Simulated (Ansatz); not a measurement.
# Co: the cost of one run

Method: DFT PBE, scalar-relativistic, plane waves, PAW, in Ansatz 0.2.0.

2 further runs of the same task are left out: 1 that didn't finish, 1 set aside as unsound or not needed.

### Step 1. Starting point

It takes space group P6_3/mmc (No. 194, hexagonal). Conventional cell: a = 2.506 Å, b = 2.506 Å, c = 4.092 Å, α = 90.00°, β = 90.00°, γ = 120.00°. Co (site symmetry -6m2) has 12 Co at 2.51 Å as nearest neighbours.

Structure file:

```cif
data_structure
_symmetry_space_group_name_H-M 'P 1'
_symmetry_Int_Tables_number 1
_cell_length_a 2.5061
_cell_length_b 2.5061
_cell_length_c 4.0925
_cell_angle_alpha 90.000
_cell_angle_beta 90.000
_cell_angle_gamma 120.000
_cell_volume 22.26
loop_
_atom_site_label
_atom_site_type_symbol
_atom_site_fract_x
_atom_site_fract_y
_atom_site_fract_z
_atom_site_occupancy
Co1 Co 0.00000 0.00000 0.00000 1
Co2 Co 0.33333 0.66667 0.50000 1
```

This is a trial structure built by rule; it need not be a known or stable form of this composition.

(A quick probe on a coarse mesh, which set the mesh and smearing, is not shown.)

### Step 3. The relaxation

input.yaml

```yaml
crystal:
  lattice:
    - [2.506128, 0.0, 0.0]
    - [-1.253064, 2.17037, 0.0]
    - [0.0, 0.0, 4.09249]
  atoms:
    - { symbol: Co, position: [0.0, 0.0, 0.0], spin: 1.94 }
    - { symbol: Co, position: [0.33333333, 0.66666667, 0.5], spin: 1.94 }
basis:
  ecutwfc: 420
kpoints:
  mp_grid: { grid: [18, 18, 10] }
hamiltonian:
  xc: pbe
scf:
  occupations: { method: gaussian, width: 0.1 }
output:
  forces: true
  stress: true
  eigenvalues: true
  populations: true
magnetization:
  spin_polarized: true
relax:
  adjacent_minimum: "off"
  f_tol: 0.005
  max_steps: 80
  cell: { stress_tol: 0.05 }
```

The run is started by

```
> ansatz run input.yaml --threads 2 --pin off --max-ram 4096MiB --backend cpu --events-out ev --progress --plain --runs-dir out
```

Q: Estimate wall time and peak memory on 2 threads of Arm Neoverse N1, shared host.

About 73 s, with a peak of 0.45 GiB.
